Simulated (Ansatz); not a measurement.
## PbSe: the change of pressure with volume scale

All results are calculated (Ansatz 0.2.0). Periodic Kohn-Sham DFT of a crystal at fixed atoms, scaled to volume_scale times the given cell; pressure positive in compression, energy less spherical unpolarised free atoms, largest_vzz the field gradient of largest size among the nuclei.

The cell before it is scaled or strained (space group Fm-3m, No. 225):
```
cell vectors (Å)
   0.0000     3.0621     3.0621
   3.0621     0.0000     3.0621
   3.0621     3.0621     0.0000
atoms (fractions of the cell vectors)
Pb  0.00000  0.00000  0.00000
Se  0.50000  0.50000  0.50000
```

Settings of every row: method frozen-core PAW; functional PBEsol; relativity scalar; k mesh 9x9x9; filling fermi-dirac; smearing width 0.01 eV; wave cutoff 420 eV; paw set soft_2.

Atom start moment: 0 on all atoms.

Limits: PAW files made with PBE; no spin-orbit coupling on heavy atoms.

Limits of some rows: small gap, it may come from the mesh (row 3, 5, 6, 7, 8).

```csv
row,volume scale,V (Å³/atom),pressure (GPa)
1,0.94,26.989,3.029
2,0.96,27.563,1.692
3,0.98,28.14,0.494
4,0.99,28.425,-0.058
5,1,28.713,-0.581
6,1.01,29.002,-1.076
7,1.02,29.289,?
8,1.04,29.863,-2.409
9,1.06,30.434,-3.184
```

Question: what pressure should row 7 give?

Worked fit of pressure. Take u = (V_r/V)^(2/3) − 1 with V_r = 28.569 Å³ an atom, which is twice the finite (Eulerian) strain; such expansions in the strain, on which the Birch-Murnaghan equation of state is built, carry the rest volume and the bulk modulus. The shown rows have u = 0.03866, 0.02419, 0.01014, 0.00337, -0.00335, -0.00998, -0.0291, -0.04128. Least squares give pressure = −0.3211 + 77.853 × u + 217.18 × u² + 270 × u³ GPa; a parabola predicts inner rows, each left out in turn, worse (root mean square 0.0046 against 0.0025 GPa). The rows lie off it by 0.000, -0.001, 0.003, -0.002, -0.002, 0.001, 0.000, 0.000. The pressure vanishes at u = 0.0041, or V = 28.4 Å³ an atom, and there the bulk modulus at fixed shape and fractions is B = −V dP/dV = (2/3)(1 + u) dP/du = 53.3 GPa. The withheld row has u = -0.01646, so the fit gives −0.3211 + 77.853 × (-0.01646) + 217.18 × (-0.01646)² + 270 × (-0.01646)³ = -1.545 GPa.

The calculation gave -1.545 GPa. The fit meets it to the printed digit.
